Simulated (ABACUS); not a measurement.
## GaN under changes of volume

One of the cells (11.310 Å³/atom); the others are scaled copies at fixed shape and fractional positions:

```
Ga N
1.0
     3.18000    0.00000    0.00000
    -1.59000    2.75396    0.00000
     0.00000    0.00000    5.16600
Ga N
2 2
Direct
  0.66667 0.33333 0.50000
  0.33333 0.66667 0.00000
  0.66667 0.33333 0.87500
  0.33333 0.66667 0.37500
```

| Quantity | Value |
| --- | --- |
| Program | ABACUS 3.10.1 |
| Functional | PBEsol |
| Potentials or basis | PseudoDojo NC SR 0.4.1 PBEsol standard |
| Cutoff | 1143 eV |
| Density cutoff | 4572 eV |
| Basis | plane waves |
| k mesh | 10 × 10 × 5 |
| Occupations | fermi-dirac, width 0.05 eV |
| Spin | no spin polarisation |

```tsv
volume (Å³/atom)	energy over the lowest point (meV/atom)	pressure (GPa)	gap on the mesh (eV)	largest force (eV/Å)
10.632	?	?	?	?
10.858	15.26	9.9	2.22	0.143
11.084	4.58	5.3	2.09	0.141
11.310	0.00	1.2	1.95	0.136
11.537	0.89	-2.4	1.81	0.130
11.763	6.69	-5.7	1.68	0.125
11.989	16.92	-8.7	1.56	0.120
```

What does the run at 10.632 Å³/atom give?

Energy over the lowest point 32.71 meV/atom; pressure 14.9 GPa; gap on the mesh 2.37 eV; largest force 0.149 eV/Å.

Worked out: A Birch-Murnaghan fit of order 3 (a polynomial in V^(-2/3)) to the other rows has its minimum at 11.38 Å³/atom with B0 = V·E''(V) = 188 GPa and B' = 4.4 at fixed shape and positions, which overstates the stiffness. It gives 32.71 meV/atom at 10.632 Å³/atom, against the run's 32.71, and -dE/dV = 14.9 GPa, against 14.9. A straight line through the other rows of the gap, of slope -6.73 eV per unit of ln V (its deformation potential), extrapolates to 2.36 eV, against the run's 2.37.

Energies are extrapolated to zero smearing.

Caveats: there are fewer bands than atomic start orbitals, so a level may be missed at k points of high symmetry.

Spin-orbit coupling on Ga is left out.
